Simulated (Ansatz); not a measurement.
## Mg: do energies and stresses tell the same story?

All numbers below come from DFT PBE, scalar-relativistic, plane waves, PAW (Ansatz).

Plane waves to 420 eV, a k mesh through Γ of 16×16×16 on the computed 1-atom cell and Gaussian smearing (0.10 eV); no spin polarisation.

Relaxed cell: Fm-3m, a = 4.522 Å, b = 4.522 Å, c = 4.522 Å, α = 90.00°, β = 90.00°, γ = 90.00°, 1 atom in the primitive cell. This fcc form isn't the element's structure at ambient conditions.

Energies at zero smearing and pressures from the stress tensor, at volumes with shape and atoms relaxed:
```
V (Å³/atom) E − E(first) (meV/atom) P (GPa)
     20.346                     0.00     5.81
     21.039                   -21.20     4.02
     21.733                   -35.21     2.48
     22.426                   -43.03     1.15
     23.120                   -45.51     0.01
     23.814                   -43.37    -0.98
     24.507                   -37.24    -1.83
     25.432                   -23.81    -2.78
```

Q: Check P = −dE/dV between neighbouring volumes, and get the bulk modulus from the pressures alone.

A: With 1 eV/Å³ = 160.2 GPa:
```
middle V (Å³/atom)  −ΔE/ΔV (GPa) mean P (GPa)
            20.692         4.896         4.916
            21.386         3.237         3.250
            22.080         1.807         1.815
            22.773         0.572         0.578
            23.467        -0.494        -0.488
            24.160        -1.415        -1.407
            24.970        -2.327        -2.307
```

The two differ by 0.02 GPa at most. The mean of two end pressures misses the average over a step by about ΔV² P″/12, up to 0.02 GPa here; with that taken off 0.01 GPa remains. Around V = 23.120 Å³/atom, the two neighbours give B = −V ΔP/ΔV = 23.120 × 2.13 / 1.387 = 35.5 GPa, against B0 = 35.4 GPa from the Birch–Murnaghan fit of the energies.